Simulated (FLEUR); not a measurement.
# In (I4/mmm) in FLEUR: a series of runs

Aim: see how the results for In move with the level of theory and the settings. Levels: PBE, AM05. Tasks: band structure, equation of state.

Program: FLEUR MaX-R8.1 (later development tree). These are calculated values, not measurements. Logs are shortened: lines on timing, memory, paths and dates and some standing lists are left out, and cuts for length are marked.

### Step 1. The structure

It takes space group I4/mmm (No. 139, tetragonal). Conventional cell: a = 3.251 Å, b = 3.251 Å, c = 4.947 Å, α = 90.00°, β = 90.00°, γ = 90.00°. Around In (site symmetry 4/mmm) lie 12 In at 3.25 to 3.38 Å.

### Step 2. Band structure, PBE

inp.xml reads:

```xml
<?xml version="1.0" encoding="UTF-8" standalone="no"?>
<fleurInput fleurInputVersion="0.39">
   <comment>
      In                                                                                                  
   </comment>
   <calculationSetup>
      <cutoffs Kmax="4.1" Gmax="12.7" GmaxXC="12.7" numbands="0"/>
      <scfLoop itmax="60" minDistance="0.00001" maxIterBroyd="15" imix="Anderson" alpha="0.05" precondParam="0.0" spinf="2.0" sdNocoIR="T"/>
      <coreElectrons ctail="T" frcor="F" kcrel="0" coretail_lmax="0"/>
      <xcFunctional name="pbe" relativisticCorrections="F"/>
      <magnetism jspins="1"/>
      <soc l_soc="F" theta="0.0" phi="0.0" spav="F"/>
      <expertModes spex="0" secvar="F"/>
      <geometryOptimization l_f="F" forcealpha="1.0" forcemix="BFGS" epsdisp="0.00001" epsforce="0.00001"/>
      <ldaU l_linMix="F" mixParam="0.05" spinf="1.0"/>
   </calculationSetup>
   <cell>
      <bzIntegration valenceElectrons="21.0" mode="hist" fermiSmearingEnergy="0.00183747">
         <kPointListSelection listName="default-1"/>
         <!-- k-points included here -->
         <xi:include xmlns:xi="http://www.w3.org/2001/XInclude" href="kpts.xml"> </xi:include>
      </bzIntegration>
      <!-- symmetry operations included here -->
      <xi:include xmlns:xi="http://www.w3.org/2001/XInclude" href="sym.xml"> </xi:include>
      <bulkLattice scale="1.0">
         <bravaisMatrix>
            <row-1>   -3.0716931237535618     3.0716931237535618     4.6746155144230199</row-1>
            <row-2>    3.0716931237535618    -3.0716931237535618     4.6746155144230199</row-2>
            <row-3>    3.0716931237535618     3.0716931237535618    -4.6746155144230199</row-3>
         </bravaisMatrix>
      </bulkLattice>
   </cell>
   <atomSpecies>
      <species name="Indium (In)" element="In" atomicNumber="49">
         <mtSphere radius="2.66" gridPoints="879" logIncrement="0.015"/>
         <atomicCutoffs lmax="10" lnonsphr="10"/>
         <electronConfig flipSpins="F">
            <coreConfig>(1s1/2) (2s1/2) (2p1/2) (2p3/2) (3s1/2) (3p1/2) (3p3/2) (3d3/2) (3d5/2)</coreConfig>
            <valenceConfig>(4s1/2) (4p1/2) (4p3/2) (5s1/2) (4d3/2) (4d5/2) (5p1/2) (5p3/2)</valenceConfig>
            <stateOccupation state="(5p1/2)" spinUp="0.166667" spinDown="0.166667"/>
            <stateOccupation state="(5p3/2)" spinUp="0.333333" spinDown="0.333333"/>
         </electronConfig>
         <energyParameters s="5" p="5" d="4" f="4"/>
         <lo type="SCLO" l="0" n="4" eDeriv="0"/>
         <lo type="SCLO" l="1" n="4" eDeriv="0"/>
         <lo type="SCLO" l="1" n="4" eDeriv="1"/>
         <lo type="SCLO" l="2" n="4" eDeriv="2"/>
         <lo type="SCLO" l="3" n="4" eDeriv="2"/>
      </species>
   </atomSpecies>
   <atomGroups>
      <atomGroup species="Indium (In)">
         <relPos label="                   1">.0000000000 .0000000000 .0000000000</relPos>
         <force calculate="T" relaxXYZ="TTT"/>
      </atomGroup>
   </atomGroups>
   <output dos="F" band="F" slice="F">
      <checks vchk="F" cdinf="F"/>
      <bandDOS minEnergy="-.5*Htr" maxEnergy="0.5*Htr" sigma="0.015" storeEVData="T"/>
      <vacuumDOS vacdos="F" integ="F" star="F" nstars="0" locx1="0.0" locy1="0.0" locx2="0.0" locy2="0.0" nstm="0" tworkf="0.0"/>
      <unfoldingBand unfoldBand="F" supercellX="1" supercellY="1" supercellZ="1"/>
      <plotting iplot="0" polar="F">
         <plot TwoD="T" vec1="  1.0  0.0  0.0" vec2="  0.0  1.0  0.0" vec3="  0.0  0.0  1.0" zero="  0.0  0.0  0.0" file="plot"/>
      </plotting>
      <chargeDensitySlicing numkpt="0" minEigenval="0.0" maxEigenval="0.0" nnne="0" pallst="F"/>
      <specialOutput eonly="F"/>
      <moessbauerParams electricFieldGradient="T" isomerShift="T" coreHyperfine="T" valenceHyperfine="T"/>
      <magneticCircularDichroism mcd="F" energyLo="-10.0" energyUp="0.0"/>
   </output>
  <!-- We include the file relax.xml here to enable relaxations (see documentation) -->
  <xi:include xmlns:xi="http://www.w3.org/2001/XInclude" href="relax.xml"> <xi:fallback/> </xi:include>
</fleurInput>
```

crystal.txt reads:

```
In
&input cartesian=F /
-1.6254700000  1.6254700000  2.4737000000
1.6254700000  -1.6254700000  2.4737000000
1.6254700000  1.6254700000  -2.4737000000
1.8897261246
1.0 1.0 1.0

1
49 0.0000000000  0.0000000000  0.0000000000

&kpt div1=11 div2=11 div3=11 gamma=T /
```

inp.xml (bands) reads:

```
<?xml version="1.0" encoding="UTF-8" standalone="no"?>
<fleurInput fleurInputVersion="0.39">
   <comment>
      In                                                                                                  
   </comment>
   <calculationSetup>
      <cutoffs Kmax="4.1" Gmax="12.7" GmaxXC="12.7" numbands="0"/>
      <scfLoop itmax="60" minDistance="0.00001" maxIterBroyd="15" imix="Anderson" alpha="0.05" precondParam="0.0" spinf="2.0" sdNocoIR="T"/>
      <coreElectrons ctail="T" frcor="F" kcrel="0" coretail_lmax="0"/>
      <xcFunctional name="pbe" relativisticCorrections="F"/>
      <magnetism jspins="1"/>
      <soc l_soc="F" theta="0.0" phi="0.0" spav="F"/>
      <expertModes spex="0" secvar="F"/>
      <geometryOptimization l_f="F" forcealpha="1.0" forcemix="BFGS" epsdisp="0.00001" epsforce="0.00001"/>
      <ldaU l_linMix="F" mixParam="0.05" spinf="1.0"/>
   </calculationSetup>
   <cell>
      <bzIntegration valenceElectrons="21.0" mode="hist" fermiSmearingEnergy="0.00183747">
         <kPointListSelection listName="path-1"/>
         <!-- k-points included here -->
         <xi:include xmlns:xi="http://www.w3.org/2001/XInclude" href="kpts.xml"> </xi:include>
      </bzIntegration>
      <!-- symmetry operations included here -->
      <xi:include xmlns:xi="http://www.w3.org/2001/XInclude" href="sym.xml"> </xi:include>
      <bulkLattice scale="1.0">
         <bravaisMatrix>
            <row-1>   -3.0716931237535618     3.0716931237535618     4.6746155144230199</row-1>
            <row-2>    3.0716931237535618    -3.0716931237535618     4.6746155144230199</row-2>
            <row-3>    3.0716931237535618     3.0716931237535618    -4.6746155144230199</row-3>
         </bravaisMatrix>
      </bulkLattice>
   </cell>
   <atomSpecies>
      <species name="Indium (In)" element="In" atomicNumber="49">
         <mtSphere radius="2.66" gridPoints="879" logIncrement="0.015"/>
         <atomicCutoffs lmax="10" lnonsphr="10"/>
         <electronConfig flipSpins="F">
            <coreConfig>(1s1/2) (2s1/2) (2p1/2) (2p3/2) (3s1/2) (3p1/2) (3p3/2) (3d3/2) (3d5/2)</coreConfig>
            <valenceConfig>(4s1/2) (4p1/2) (4p3/2) (5s1/2) (4d3/2) (4d5/2) (5p1/2) (5p3/2)</valenceConfig>
            <stateOccupation state="(5p1/2)" spinUp="0.166667" spinDown="0.166667"/>
            <stateOccupation state="(5p3/2)" spinUp="0.333333" spinDown="0.333333"/>
         </electronConfig>
         <energyParameters s="5" p="5" d="4" f="4"/>
         <lo type="SCLO" l="0" n="4" eDeriv="0"/>
         <lo type="SCLO" l="1" n="4" eDeriv="0"/>
         <lo type="SCLO" l="1" n="4" eDeriv="1"/>
         <lo type="SCLO" l="2" n="4" eDeriv="2"/>
         <lo type="SCLO" l="3" n="4" eDeriv="2"/>
      </species>
   </atomSpecies>
   <atomGroups>
      <atomGroup species="Indium (In)">
         <relPos label="                   1">.0000000000 .0000000000 .0000000000</relPos>
         <force calculate="T" relaxXYZ="TTT"/>
      </atomGroup>
   </atomGroups>
   <output dos="F" band="T" slice="F">
      <checks vchk="F" cdinf="F"/>
      <bandDOS minEnergy="-.5*Htr" maxEnergy="0.5*Htr" sigma="0.015" storeEVData="T"/>
      <vacuumDOS vacdos="F" integ="F" star="F" nstars="0" locx1="0.0" locy1="0.0" locx2="0.0" locy2="0.0" nstm="0" tworkf="0.0"/>
      <unfoldingBand unfoldBand="F" supercellX="1" supercellY="1" supercellZ="1"/>
      <plotting iplot="0" polar="F">
         <plot TwoD="T" vec1="  1.0  0.0  0.0" vec2="  0.0  1.0  0.0" vec3="  0.0  0.0  1.0" zero="  0.0  0.0  0.0" file="plot"/>
      </plotting>
      <chargeDensitySlicing numkpt="0" minEigenval="0.0" maxEigenval="0.0" nnne="0" pallst="F"/>
      <specialOutput eonly="F"/>
      <moessbauerParams electricFieldGradient="T" isomerShift="T" coreHyperfine="T" valenceHyperfine="T"/>
      <magneticCircularDichroism mcd="F" energyLo="-10.0" energyUp="0.0"/>
   </output>
  <!-- We include the file relax.xml here to enable relaxations (see documentation) -->
  <xi:include xmlns:xi="http://www.w3.org/2001/XInclude" href="relax.xml"> <xi:fallback/> </xi:include>
</fleurInput>
```

Potentials or basis: all-electron, FLAPW.

Command:

```console
$ inpgen -f crystal.txt -profile fastHighL
$ # inp.xml edited to the form shown
$ fleur_MPI
$ fleur_MPI   # second run, on inp.xml (bands)
```

Log:

```text
Welcome to FLEUR        (www.flapw.de)
      MaX-Release 8.1          (www.max-centre.eu)

 ========== k-point set info ==========
 Selected k-point list: default-1
 k-point list type: mesh
 11 x 11 x 11
 Number of k points: 126

 ------------Calculation Setup---------------------------
 Number of MPI-tasks      :            1
 Number of PE/node        :            1
 Number of OMP-threads    :            1
 Most efficient MPI parallelization for:
           1           2           3           6           7           9          14          18          21          42          63         126
 Additional eigenvalue parallelization possible
 Number of basis functions:          251
 Approximate size of matrices (H+S) per k-point:         0.001 GB
 --------------------------------------------------------
 Iteration:     1   Distance:       4.16239609 me/bohr^3
 Iteration:     2   Distance:       3.86138371 me/bohr^3
 Iteration:     3   Distance:       1.76339564 me/bohr^3
 Iteration:     4   Distance:       0.16884754 me/bohr^3
 Iteration:     5   Distance:       0.18014405 me/bohr^3
 Iteration:     6   Distance:       0.02745002 me/bohr^3
 Iteration:     7   Distance:       0.00673444 me/bohr^3
 Iteration:     8   Distance:       0.00394404 me/bohr^3
 Iteration:     9   Distance:       0.00025796 me/bohr^3
 Iteration:    10   Distance:       0.00014455 me/bohr^3
 Iteration:    11   Distance:       0.00002047 me/bohr^3
 Iteration:    12   Distance:       0.00000087 me/bohr^3

 ********************************************************************
 Run finished successfully
 Stop message:
   all done
 ********************************************************************
```

output (bands):

```text
Welcome to FLEUR        (www.flapw.de)
      MaX-Release 8.1          (www.max-centre.eu)

 ========== k-point set info ==========
 Selected k-point list: path-1
 k-point list type: path
 Number of k points: 60

 ------------Calculation Setup---------------------------
 Number of MPI-tasks      :            1
 Number of PE/node        :            1
 Number of OMP-threads    :            1
 Most efficient MPI parallelization for:
           1           2           3           4           5           6          10          12          15          20          30          60
 Additional eigenvalue parallelization possible
 Number of basis functions:          251
 Approximate size of matrices (H+S) per k-point:         0.001 GB
 --------------------------------------------------------
 Fermi energy correction for metals:
 Fermi energy in bands.* files may not be consistent with last density.
 Please correct it manually (e.g. in band.gnu file).

 Note: Band structure data (together with different weights) is also stored in the banddos.hdf file.
       A convenient way of extracting and plotting the data from that file is by making use of the

 ********************************************************************
 Run finished successfully
 Stop message:
   Charge density postprocessing done.
 ********************************************************************
```

out.xml (last iteration):

```text
<iteration numberForCurrentRun="   12" overallNumber="   12">
         <energyParameters units="Htr">
            <atomicEP atomType="1" spin="1" branch="5s" branchLowest="-3.99" branchHighest="0.84" value="0.0634976009"/>
            <atomicEP atomType="1" spin="1" branch="5p" branchLowest="-2.46" branchHighest="1.44" value="0.2565840105"/>
            <atomicEP atomType="1" spin="1" branch="4d" branchLowest="-15.48" branchHighest="-0.23" value="-0.2639997342"/>
            <atomicEP atomType="1" spin="1" branch="4f" branchLowest="-9.99" branchHighest="1.91" value="0.5939695963"/>
            <loAtomicEP atomType="1" spin="1" branch="4s" branchLowest="-28.55" branchHighest="-3.99" value="-3.9859022043"/>
            <loAtomicEP atomType="1" spin="1" branch="4p" branchLowest="-23.42" branchHighest="-2.46" value="-2.4669522048"/>
            <loAtomicEP atomType="1" spin="1" branch="4p" branchLowest="-23.42" branchHighest="-2.46" value="-2.4669522048"/>
            <loAtomicEP atomType="1" spin="1" branch="4d" branchLowest="-15.48" branchHighest="-0.23" value="-0.2744747906"/>
            <loAtomicEP atomType="1" spin="1" branch="4f" branchLowest="-9.99" branchHighest="1.91" value="0.5939716771"/>
         </energyParameters>
         <eigenvalues>
            <eigenvaluesAt spin="1" ikpt="1" k_x="0.00000000" k_y="0.00000000" k_z="0.00000000">
                      -3.9859175863       -2.4598172750       -2.4595396671       -2.4595396671       -0.2834303686
                      -0.2795038371       -0.2795038371       -0.2765198221       -0.2727422472       -0.0937256261
                       0.6448280547        0.6448280547        0.6512650481        0.6821980837        0.7714696940
                       0.7761676813        0.7761676813
            </eigenvaluesAt>
            <eigenvaluesAt spin="1" ikpt="2" k_x="0.00000000" k_y="0.00000000" k_z="0.09090909">
                      -3.9859156118       -2.4598242917       -2.4595629699       -2.4595537914       -0.2821333692
                      -0.2802031771       -0.2787253432       -0.2762161184       -0.2732627252       -0.0844157476
                       0.5945611472        0.6017035541        0.6138520740        0.6471803140        0.8201109001
                       0.8275481827        0.8290374544
            </eigenvaluesAt>
            <eigenvaluesAt spin="1" ikpt="3" k_x="0.00000000" k_y="0.00000000" k_z="0.18181818">
                      -3.9859103365       -2.4598432953       -2.4596256138       -2.4595918165       -0.2820760886
                      -0.2785650884       -0.2767844468       -0.2765808354       -0.2735324902       -0.0562086128
[... 28 lines left out ...]
            <state n="3" l="2" j="1.5" energy="-15.6517666752" weight="2.0000000000"/>
            <state n="3" l="2" j="2.5" energy="-15.3649470582" weight="3.0000000000"/>
         </coreStates>
         <allElectronCharges>
            <spinDependentCharge spin="1" total="49.0000000" interstitial="1.5737096" mtSpheres="47.4262904"/>
            <totalCharge value="48.9999999998"/>
         </allElectronCharges>
         <moessbauerParams unitsHFF="kG" unitsIS="e/bohr^3" unitsEFG="Htr/bohr^2">
            <coreIsomerShift atomType="1" isTotal="176973.85201">
               <shell n="1" l="0" isomerShift="154983.59387"/>
               <shell n="2" l="0" isomerShift="18021.15325"/>
               <shell n="2" l="1" isomerShift="414.36857"/>
               <shell n="3" l="0" isomerShift="3468.81686"/>
               <shell n="3" l="1" isomerShift="85.91944"/>
               <shell n="3" l="2" isomerShift="0.00001"/>
            </coreIsomerShift>
            <isomerShift atomType="1" nucleusRadius="0.0001148" averageDensity="177710.66860"/>
            <electricFieldGradient atomType="1" VXX="-0.10482" VYY="-0.10482" VZZ="0.20963" asymParam="0.00000">
            </electricFieldGradient>
         </moessbauerParams>
         <totalEnergy                                    value="    -5883.2618653187" units="Htr">
            <sumOfEigenvalues                            value="    -3540.2824594381">
               <coreElectrons value="-3515.1339179881"/>
               <valenceElectrons value="-25.1485414500"/>
            </sumOfEigenvalues>
            <densityCoulombPotentialIntegral value="-9512.5450848557"/>
            <densityEffectivePotentialIntegral value="-9721.3678223284"/>
            <chargeDenXCDenIntegral value="-160.0363209423"/>
            <FockExchangeEnergyValence value="0.0000000000"/>
            <FockExchangeEnergyCore value="0.0000000000"/>
            <atomTypeDependentContributions atomType="1">
               <electronNucleiInteractionDifferentMTs value="7127.7225647883"/>
               <MadelungTerm value="-20.3158000506"/>
            </atomTypeDependentContributions>
            <tkbTimesEntropy value="0.0001431894"/>
            <freeEnergy value="-5883.2620085080"/>
            <extrapolationTo0K value="-5883.2619369134"/>
         </totalEnergy>
         <densityConvergence units="me/bohr^3">
            <chargeDensity spin="1" distance="0.0000008707"/>
         </densityConvergence>
      </iteration>
```

Run time: 37 s. Hardware: 1 thread of Arm Neoverse V1, shared host; peak memory 0.07 GiB.

Results:

| Item | Value |
| --- | --- |
| Free energy | -160091.7149 eV |
| Band gap along the path | none (metal or under the smearing width) |
| Valence electrons inside the program's atomic spheres | In 19.43 (radii In 2.66 bohr) |

Levels at the corners of the path, in eV from the Fermi level:
```
point  band 7  band 8  band 9  band 10  band 11  band 12  band 13  band 14  band 15  band 16
    Γ  -14.64  -14.56  -14.45    -9.58    10.51    10.51    10.69    11.53    13.96    14.09
    X  -14.36  -14.35  -14.26    -1.99    -1.68     3.49     3.92     7.00     7.31    20.37
    Y  -14.55  -14.45  -14.34    -1.69    -0.29     0.10     1.29    12.98    13.06    16.35
    S  -14.49  -14.45  -14.37    -2.54    -1.24    -0.55     6.12     8.93    15.83    18.81
    Γ  -14.64  -14.56  -14.45    -9.58    10.51    10.51    10.69    11.53    13.96    14.09
    Z  -14.35  -14.32  -14.32    -2.96    -2.71     4.70     4.70     8.16     8.19    22.23
   S1  -14.49  -14.45  -14.37    -2.54    -1.24    -0.55     6.12     8.93    15.83    18.81
    N  -14.62  -14.37  -14.33    -4.34    -3.41     7.51     9.13    11.07    11.42    13.23
    P  -14.63  -14.45  -14.26    -1.27    -0.09    -0.09     1.70    12.42    13.13    13.13
   Y1  -14.55  -14.45  -14.34    -1.69    -0.29     0.10     1.29    12.98    13.06    16.35
    Z  -14.35  -14.32  -14.32    -2.96    -2.71     4.70     4.70     8.16     8.19    22.23
    X  -14.36  -14.35  -14.26    -1.99    -1.68     3.49     3.92     7.00     7.31    20.37
    P  -14.63  -14.45  -14.26    -1.27    -0.09    -0.09     1.70    12.42    13.13    13.13
```

Core levels (eV from the Fermi level):
| atom | levels |
| --- | --- |
| 1 In | 1s1/2 -27733.2, 2s1/2 -4147.9, 2p1/2 -3867.8, 2p3/2 -3656.9, 3s1/2 -783.9, 3p1/2 -670.9, 3p3/2 -632.8, 3d3/2 -432.9, 3d5/2 -425.1 |

Caveat: spin-orbit coupling is left out, which moves the levels of the heavy elements.

[end of part 1 of 2]
